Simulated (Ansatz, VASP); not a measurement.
**KF in VASP and in Ansatz**

INCAR

```
SYSTEM = KF
ALGO = Normal ; EDIFF = 1E-7
ENCUT = 520 ; GGA = PS
ISIF = 2 ; ISMEAR = 0
LASPH = .TRUE. ; LCHARG = .FALSE.
LREAL = .FALSE. ; LWAVE = .FALSE.
NBANDS = 15 ; NELM = 80
PREC = Accurate ; SIGMA = 0.05
```

The input KPOINTS:

```
k-points
0
G
  8 8 8
  0 0 0
```

The input POSCAR:

```
KF
1.0
    3.1285968000      0.0000000000      0.0000000000
    0.0000000000      3.1285968000      0.0000000000
    0.0000000000      0.0000000000      3.2589550000
K F
1 1
Direct
    0.0000000000      0.0000000000      0.0000000000
    0.5000000000      0.5000000000      0.5000000000
```

Input for Ansatz:

```yaml
crystal:
  lattice:
    - [3.1285968, 0.0, 0.0]
    - [0.0, 3.1285968, 0.0]
    - [0.0, 0.0, 3.258955]
  atoms:
    - { symbol: K, position: [0.0, 0.0, 0.0] }
    - { symbol: F, position: [0.5, 0.5, 0.5] }
basis:
  ecutwfc: 420
kpoints:
  mp_grid: { grid: [8, 8, 8] }
hamiltonian:
  xc: pbesol
scf:
  occupations: { method: gaussian, width: 0.05 }
output:
  forces: true
  stress: true
  eigenvalues: true
```

Change from the starting cell: strain -0.040 along x and y, +0.000 along z, atoms carried along.

Alike in both runs: task single point; functional PBEsol; k mesh 8 × 8 × 8; occupations gaussian, width 0.05 eV; no spin polarisation.

|  | VASP | Ansatz |
| --- | --- | --- |
| version | VASP 6.6.1 | Ansatz 0.2.0 |
| potentials or method | VASP PAW PBE potentials, release 64 (K_sv, F) | scalar-relativistic, plane waves, PAW |
| plane-wave cutoff (eV) | 520 | 420 |
| valence electrons in the cell | 16 | 16 |

```tsv
	VASP	Ansatz	Ansatz less VASP
gap on the k mesh at the Fermi level (eV)	6.61	6.62	+0.019
least direct gap on the mesh (eV)	6.64	6.66	+0.019
pressure (GPa)	0.3	0.2	-0.07
largest component of the traceless stress (GPa)	2.51	2.51	-0.002
```

Caveats: the PAW data sets were made with another functional, which shifts forces and pressure a little (VASP). A k mesh can miss the band edges.
